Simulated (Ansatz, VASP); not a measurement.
## Two plane-wave programs on Al

```
Al
1.0
     0.00000    2.02481    2.02481
     2.02481    0.00000    2.02481
     2.02481    2.02481    0.00000
Al
1
Direct
  0.00000 0.00000 0.00000
```

Alike in both runs: task band structure; functional revPBE; k mesh 11 × 11 × 11; occupations fermi-dirac, width 0.05 eV; no spin polarisation.

|  | VASP | Ansatz |
| --- | --- | --- |
| version | VASP 6.6.1 | Ansatz 0.2.0 |
| potentials or method | VASP PAW PBE potentials, release 64 (Al) | Ansatz PAW |
| plane-wave cutoff (eV) | 520 | 420 |
| valence electrons in the cell | 3 | 3 |

|  | VASP | Ansatz | Ansatz less VASP |
| --- | --- | --- | --- |
| gap on the k mesh at the Fermi level (eV) | none | none | - |
| pressure (GPa) | 0.5 | 0.7 | +0.17 |

A gap of «none» marks a metal or a gap that the smearing closes.

Caveats: the PAW data sets were made with another functional, which shifts forces and pressure a little (VASP); the PAW data sets come from PBE, with cores solved anew for the run's functional, which leaves a small shift of forces and pressure (Ansatz).
